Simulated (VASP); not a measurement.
# TiC (Fm-3m) in VASP: notebook

The runs below take TiC through relaxation of cell and atoms, with r2SCAN.

All numbers are computed with VASP 6.6.1; they aren't measurements. Logs are shortened: lines on timing, memory, paths and dates and some standing lists are left out, and cuts for length are marked.

### Step 1. The structure

The structure is cubic, space group Fm-3m (No. 225). Conventional cell: a = 4.319 Å, b = 4.319 Å, c = 4.319 Å, α = 90.00°, β = 90.00°, γ = 90.00°. Ti (site symmetry m-3m) has 6 C at 2.16 Å as nearest neighbours. C (site symmetry m-3m) has 6 Ti at 2.16 Å as nearest neighbours.

### Step 2. Relaxation of cell and atoms, r2SCAN

INCAR

```
PREC = Accurate ; ENCUT = 520
EDIFF = 1E-7 ; ISMEAR = 0
SIGMA = 0.1 ; LREAL = F
LASPH = T ; NELM = 80
ALGO = Normal ; ISIF = 3
LWAVE = F ; LCHARG = F
METAGGA = R2SCAN ; LMIXTAU = T
IBRION = 2 ; NSW = 80
EDIFFG = -0.002
```

KPOINTS

```
regular mesh
0
Gamma
  16 16 16
```

POSCAR

```
TiC
1.0
    0.0000000000      2.1593000000      2.1593000000
    2.1593000000      0.0000000000      2.1593000000
    2.1593000000      2.1593000000      0.0000000000
Ti C
1 1
Direct
    0.0000000000      0.0000000000      0.0000000000
    0.5000000000      0.5000000000      0.5000000000
```

Potentials or basis: VASP PAW PBE potentials, release 64 (Ti_sv, C).

Launch:

```console
$ cat potpaw_PBE.64/Ti_sv/POTCAR potpaw_PBE.64/C/POTCAR > POTCAR
$ mpirun -np 1 vasp_std > vasp.out
```

OUTCAR:

```text
PREC = Accurate
   ENCUT = 520
   EDIFF = 1E-7
   ISMEAR = 0
   LREAL = F
   LASPH = T
   NELM = 80
   ISIF = 3
   METAGGA = R2SCAN
   IBRION = 2
   NSW = 80
   EDIFFG = -0.002

 ion  position               nearest neighbor table
   1  0.000  0.000  0.000-   2 2.16   2 2.16   2 2.16   2 2.16   2 2.16   2 2.16
   2  0.500  0.500  0.500-   1 2.16   1 2.16   1 2.16   1 2.16   1 2.16   1 2.16

  LATTYP: Found a face centered cubic cell.
 ALAT       =     4.3186000000

  Lattice vectors:

 A1 = (   0.0000000000,   2.1593000000,   2.1593000000)
 A2 = (   2.1593000000,   0.0000000000,   2.1593000000)
 A3 = (   2.1593000000,   2.1593000000,   0.0000000000)

Analysis of symmetry for initial positions (statically):
=====================================================================
 Subroutine PRICEL returns:
 Original cell was already a primitive cell.

 Routine SETGRP: Setting up the symmetry group for a
 face centered cubic supercell.

 Subroutine GETGRP returns: Found 48 space group operations
 (whereof 48 operations were pure point group operations)
 out of a pool of 48 trial point group operations.

The static configuration has the point symmetry O_h .

Analysis of symmetry for dynamics (positions and initial velocities):
=====================================================================
 Subroutine PRICEL returns:
 Original cell was already a primitive cell.

 Routine SETGRP: Setting up the symmetry group for a
 face centered cubic supercell.

 Subroutine GETGRP returns: Found 48 space group operations
 (whereof 48 operations were pure point group operations)
 out of a pool of 48 trial point group operations.

The dynamic configuration has the point symmetry O_h .

 Subroutine INISYM returns: Found 48 space group operations
 (whereof 48 operations are pure point group operations),
 and found     1 'primitive' translations

----------------------------------------------------------------------------------------

                                     Primitive cell

  volume of cell :      20.1358

  direct lattice vectors                    reciprocal lattice vectors
     0.000000000  2.159300000  2.159300000    -0.231556523  0.231556523  0.231556523
     2.159300000  0.000000000  2.159300000     0.231556523 -0.231556523  0.231556523
     2.159300000  2.159300000  0.000000000     0.231556523  0.231556523 -0.231556523

  length of vectors
     3.053711345  3.053711345  3.053711345     0.401067663  0.401067663  0.401067663

  position of ions in fractional coordinates (direct lattice)
     0.000000000  0.000000000  0.000000000
     0.500000000  0.500000000  0.500000000

  ion indices of the primitive-cell ions
   primitive index   ion index
                 1           1
                 2           2

----------------------------------------------------------------------------------------

 KPOINTS: regular mesh

Automatic generation of k-mesh.
 Grid dimensions read from file:
 generate k-points for:   16   16   16

 Generating k-lattice:

  Cartesian coordinates                     Fractional coordinates (reciprocal lattice)
    -0.014472283  0.014472283  0.014472283     0.062500000  0.000000000  0.000000000
     0.014472283 -0.014472283  0.014472283     0.000000000  0.062500000  0.000000000
     0.014472283  0.014472283 -0.014472283     0.000000000  0.000000000  0.062500000

  Length of vectors
     0.025066729  0.025066729  0.025066729

  Shift w.r.t. Gamma in fractional coordinates (k-lattice)
     0.000000000  0.000000000  0.000000000

 Subroutine IBZKPT returns following result:
 ===========================================

 Found    145 irreducible k-points:

 Following reciprocal coordinates:
            Coordinates               Weight
  0.000000  0.000000  0.000000      1.000000
  0.062500  0.000000  0.000000      8.000000
  0.125000  0.000000  0.000000      8.000000
  0.187500  0.000000  0.000000      8.000000
  0.250000  0.000000  0.000000      8.000000
  0.312500  0.000000  0.000000      8.000000
[... 16 lines left out ...]
 -0.125000  0.062500  0.000000     24.000000
 -0.062500  0.062500  0.000000     12.000000
 [... further k-points ...]
   k-points           NKPTS =    145   k-points in BZ     NKDIM =    145   number of bands    NBANDS=     12
   number of dos      NEDOS =    301   number of ions     NIONS =      2
   total plane-waves  NPLWV =  13824
   dimension x,y,z NGX =    24 NGY =   24 NGZ =   24
   dimension x,y,z NGXF=    48 NGYF=   48 NGZF=   48
   ions per type =               1   1
   NGX,Y,Z   is equivalent  to a cutoff of  13.07, 13.07, 13.07 a.u.
   NGXF,Y,Z  is equivalent  to a cutoff of  26.13, 26.13, 26.13 a.u.
 SYSTEM =  unknown system
   PREC   = accura    normal or accurate (medium, high low for compatibility)
   ISTART =      0    job   : 0-new  1-cont  2-samecut
   ICHARG =      2    charge: 1-file 2-atom 10-const
   ISPIN  =      1    spin polarized calculation?
   LNONCOLLINEAR =      F non collinear calculations
   LSORBIT =      F    spin-orbit coupling
   LASPH  =      T    aspherical Exc in radial PAW
   ENCUT  =  520.0 eV  38.22 Ry    6.18 a.u.   5.68  5.68  5.68*2*pi/ulx,y,z
   NELM   =     80;   NELMIN=  2; NELMDL= -5     # of ELM steps
   EDIFF  = 0.1E-06   stopping-criterion for ELM
   LREAL  =      F    real-space projection
   EDIFFG = -.2E-02   stopping-criterion for IOM
   NSW    =     80    number of steps for IOM
   IBRION =      2    ionic relax: 0-MD 1-quasi-New 2-CG
   NFREE  =      1    steps in history (QN), initial steepest desc. (CG)
   ISIF   =      3    stress and relaxation
   ISYM   =      2    0-nonsym 1-usesym 2-fastsym
   POTIM  = 0.5000    time-step for ionic-motion
   TEBEG  =    0.0;   TEEND  =   0.0 temperature during run
   PSTRESS=    0.0 pullay stress
   NELECT =      16.0000    total number of electrons
   NUPDOWN=      -1.0000    fix difference up-down
   EMIN   =  10.00;   EMAX   =-10.00  energy-range for DOS
   EFERMI =   0.00;   METHOD = LEGACY
   ISMEAR =     0;   SIGMA  =   0.10  broadening in eV -4-tet -1-fermi 0-gaus
   EFERMI_NEDOS =   21; number of points for ismear=-14 and -15
   IALGO  =     38    algorithm
   IMIX   =      4    mixing-type and parameters
     AMIX     =   0.40;   BMIX     =  1.00
     AMIX_MAG =   1.60;   BMIX_MAG =  1.00
  volume/ion in A,a.u.               =      10.07        67.94
  Fermi-wavevector in a.u.,A,eV,Ry     =   1.516323  2.865436 31.283015  2.299237
  Thomas-Fermi vector in A             =   2.625728
   LORBIT       =      0    0 simple, 1 ext, 2 COOP (PROOUT), +10 PAW based schemes
   METAGGA = R2SCAN    functional components
   LHFCALC =     F    Hartree Fock is set to
   AEXX    =    0.0000 exact exchange contribution
   IVDW    =     0    specifies the selected vdW correction
   LEPSILON=     F    determine dielectric tensor
   LRPA    =     F    only Hartree local field effects (RPA)
 conjugate gradient relaxation of ions
 non-spin polarized calculation
 Gauss-broadening in eV      SIGMA  =   0.10
  energy-cutoff  :      520.00
  volume of cell :       20.14
 maximum number of plane-waves:       560
   NGX = 11   NGY = 11   NGZ = 11

--------------------------------------- Ionic step        1  -------------------------------------------

 number of electron      16.0000002 magnetization

 Free energy of the ion-electron system (eV)
  ---------------------------------------------------
  ext. energy  EPLUGINS =         0.00000000
  ---------------------------------------------------
  free energy    TOTEN  =       -24.86727216 eV

  energy without entropy =      -24.86526651  energy(sigma->0) =      -24.86626933

------------------------ aborting loop because EDIFF is reached ----------------------------------------

  FORCE on cell =-STRESS in cart. coord.  units (eV):
  Direction    XX          YY          ZZ          XY          YZ          ZX
  --------------------------------------------------------------------------------------
  -------------------------------------------------------------------------------------
  Total        0.3369046      0.3369046      0.3369046      0.0000000      0.0000000     -0.0000000
  in kB       26.8070243     26.8070243     26.8070243      0.0000000      0.0000000     -0.0000000
  external PRESSURE =      26.8070243 kB  Pullay stress =       0.0000000 kB
[... 57 lines left out ...]
  energy  without entropy=      -24.8635865440  energy(sigma->0) =      -24.86459453

--------------------------------------- Ionic step        3  -------------------------------------------

 number of electron      16.0000000 magnetization

 Free energy of the ion-electron system (eV)
  ---------------------------------------------------
  ext. energy  EPLUGINS =         0.00000000
  ---------------------------------------------------
  free energy    TOTEN  =       -24.86894588 eV

  energy without entropy =      -24.86693418  energy(sigma->0) =      -24.86794003

 E-fermi :   9.4720     XC(G=0): -13.5821

 val. band max:        9.4592316270   @ k =   0.4375   0.3750   0.0000
 cond. band min:       9.4834384676   @ k =   0.1875   0.1875   0.0000
 fundamental gap:      0.0242068406
 Fermi energy:         9.4720327186

 k-point     1 :       0.0000    0.0000    0.0000
  band No.  band energies     occupation
      1     -49.5059      2.00000
      2     -24.4845      2.00000
      3     -24.4844      2.00000
      4     -24.4844      2.00000
      5      -3.7246      2.00000
      6      10.3397      0.00000
      7      10.3397      0.00000
      8      10.3397      0.00000
      9      11.1406      0.00000
     10      11.1406      0.00000
     11      11.1406      0.00000
     12      11.1900      0.00000
[... 331 lines left out ...]
 k-point    24 :      -0.0625    0.0625    0.0000
  band No.  band energies     occupation
      1     -49.4985      2.00000
      2     -24.5325      2.00000
      3     -24.4976      2.00000
      4     -24.4853      2.00000
      5      -3.4859      2.00000
      6       9.2293      1.99940
      7       9.3443      1.92907
      8       9.5166      0.52895
      9      10.4546      0.00000
     10      10.9496      0.00000
     11      11.8323      0.00000
     12      12.3824      0.00000

 [... further k-points ...]

------------------------ aborting loop because EDIFF is reached ----------------------------------------

  FORCE on cell =-STRESS in cart. coord.  units (eV):
  Direction    XX          YY          ZZ          XY          YZ          ZX
  --------------------------------------------------------------------------------------
  -------------------------------------------------------------------------------------
  Total        0.0007722      0.0007722      0.0007722      0.0000000      0.0000000      0.0000000
  in kB        0.0608260      0.0608260      0.0608260      0.0000000      0.0000000      0.0000000
  external PRESSURE =       0.0608260 kB  Pullay stress =       0.0000000 kB
[... 17 lines left out ...]
  FREE ENERGIE OF THE ION-ELECTRON SYSTEM (eV)
  ---------------------------------------------------
  free  energy   TOTEN  =       -24.8689458774 eV

  energy  without entropy=      -24.8669341829  energy(sigma->0) =      -24.86794003

 reached required accuracy - stopping structural energy minimisation
```

It took 3.5 min on 1 thread of Intel Xeon Platinum 8375C at 2.90GHz (Ice Lake), shared host; peak memory 0.18 GiB.

What came out:

* Free energy: -24.8689 eV
* Relaxed volume: 10.17 Å³/atom
* Relaxed cell: a = 3.064 Å, b = 3.064 Å, c = 3.064 Å, α = 60.00°, β = 60.00°, γ = 60.00°
* Space group after relaxing (to 0.05 Å): Fm-3m (No. 225)
* Energy gained by relaxing: 0.8 meV/atom
* Ionic steps: 3
* Pressure after relaxing: 0.0 GPa
* Band gap on the k mesh: none (metal or under the smearing width)

Step by step:
| step | energy change (eV) | largest force (eV/Å) | pressure (GPa) | volume (Å³) |
| --- | --- | --- | --- | --- |
| 1 | 0.0000 | 0.0000 | 2.68 | 20.14 |
| 2 | 0.0017 | 0.0000 | -3.61 | 20.63 |
| 3 | -0.0017 | 0.0000 | 0.01 | 20.34 |

Final structure:
```
CELL_PARAMETERS angstrom
0.00000 2.16653 2.16653
2.16653 0.00000 2.16653
2.16653 2.16653 0.00000
ATOMIC_POSITIONS crystal
Ti 0.00000 0.00000 0.00000
C 0.50000 0.50000 0.50000
```

Caveat: the PAW data sets were made with another functional, which shifts forces and pressure a little.

### Step 3. Relaxation of cell and atoms, r2SCAN

This run uses another cell than the first one, of 10.17 Å³/atom, 1.010 times its volume.

INCAR is that of step 2.

KPOINTS is that of step 2.

POSCAR

```
TiC                                     
1.0
    0.0000000000      2.1665338672      2.1665338672
    2.1665338672      0.0000000000      2.1665338672
    2.1665338672      2.1665338672      0.0000000000
  Ti              C             
     1     1
Direct
     0.0000000000000000    0.0000000000000000    0.0000000000000000
     0.5000000000000000    0.5000000000000000    0.5000000000000000
```

Potentials or basis: VASP PAW PBE potentials, release 64 (Ti_sv, C).

Launch:

```console
$ cat potpaw_PBE.64/Ti_sv/POTCAR potpaw_PBE.64/C/POTCAR > POTCAR
$ mpirun -np 1 vasp_std > vasp.out
```

Run time: 89 s. Hardware: 1 thread of Intel Xeon Platinum 8375C at 2.90GHz (Ice Lake), shared host; peak memory 0.17 GiB.

It converged, with:

- Free energy: -24.8691 eV
- Pressure after relaxing: 0.0 GPa
- Band gap on the k mesh: none (metal or under the smearing width)

Final structure:
```
Ti C
1.0
     0.00000    2.16653    2.16653
     2.16653    0.00000    2.16653
     2.16653    2.16653    0.00000
Ti C
1 1
Direct
  0.00000 0.00000 0.00000
  0.50000 0.50000 0.50000
```

Levels at points of the mesh, in eV from the Fermi level:
```
           k point  band 5  band 6  band 7  band 8  band 9  band 10  band 11  band 12
(0.00, 0.00, 0.00)  -13.20    0.87    0.87    0.87    1.67     1.67     1.67     1.72
(0.50, 0.00, 0.00)   -9.70   -6.08   -3.12   -3.12    3.14     3.14     4.37     8.51
(0.50, 0.50, 0.00)  -10.93   -3.68   -1.51   -0.14   -0.14     2.73     3.77     3.77
```

Caveat: the relaxation stopped at its first step, so nothing moved; the PAW data sets were made with another functional, which shifts forces and pressure a little.
